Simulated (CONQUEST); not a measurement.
**In under changes of volume**

One of the cells (26.686 Å³/atom); the others are scaled copies at fixed shape and fractional positions:

```
In
1.0
     3.76505    0.00000    0.00000
     0.00000    3.76505    0.00000
     0.00000    0.00000    3.76505
In
2
Direct
  0.00000 0.00000 0.00000
  0.50000 0.50000 0.50000
```

This isn't the form of In at room conditions, which is tetragonal.

* Program: CONQUEST 1.3
* Functional: PBE
* Potentials or basis: PseudoDojo NC PBE, DZP, grid of 36 × 36 × 36 points
* k mesh: 7 × 7 × 7
* Occupations: fermi-dirac, width 0.05 eV
* Spin: no spin polarisation

```csv
volume (Å³/atom),energy over the lowest point (meV/atom),pressure (GPa)
25.085,48.08,5.1
25.618,32.84,4.1
26.152,20.08,3.3
26.686,10.91,2.2
27.220,5.41,1.2
27.753,?,?
28.287,0.00,0.1
```

What does the run at 27.753 Å³/atom give?

Energy over the lowest point 2.07 meV/atom; pressure 1.0 GPa.

Worked out: A Birch-Murnaghan fit of order 3 (a polynomial in V^(-2/3)) to the other rows has its minimum at 28.38 Å³/atom, just outside them, with B0 = V·E''(V) = 32 GPa and B' = 5.0. It gives 1.44 meV/atom at 27.753 Å³/atom, against the run's 2.07, and -dE/dV = 0.7 GPa, against 1.0.

Energies are extrapolated to zero smearing.

Caveats: the basis of atomic orbitals isn't converged, which shifts pressures, moduli and gaps.
